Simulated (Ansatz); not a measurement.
InP:

```
CELL_PARAMETERS angstrom
0.00000 2.93050 2.93050
2.93050 0.00000 2.93050
2.93050 2.93050 0.00000
ATOMIC_POSITIONS crystal
In 0.00000 0.00000 0.00000
P 0.75000 0.75000 0.75000
```

```yaml
Program: Ansatz 0.2.0
Task: relaxation of cell and atoms
Functional: PBE
Potentials_or_basis: Ansatz PAW
Cutoff: "420 eV (not typed: the program's choice for these potentials)"
k_mesh: 8 × 8 × 8
Occupations: fermi-dirac, width 0.05 eV
Spin: no spin polarisation
```

At the start: volume 25.17 Å³/atom.

Problem. Where does the relaxation end?

Solution. It ends after 4 steps and the volume is 26.47 Å³/atom (+5.2 %); space group F-43m (No. 216, to 0.05 Å).

The path:
```
step  energy change (eV)  largest force (eV/Å)  volume (Å³)
   1              0.0000                0.0000        50.33
   2             -0.0245                0.0000        53.21
   3             -0.0249                0.0000        52.93
   4             -0.0255                0.0000        52.93
```

Final structure:
```
CELL_PARAMETERS angstrom
0.00000 2.98006 2.98006
2.98006 0.00000 2.98006
2.98006 2.98006 0.00000
ATOMIC_POSITIONS crystal
In 0.00000 0.00000 0.00000
P 0.75000 0.75000 0.75000
```

Caveat: the plane-wave basis is chosen anew once the cell has moved, so the energies of steps on either side of that aren't comparable.
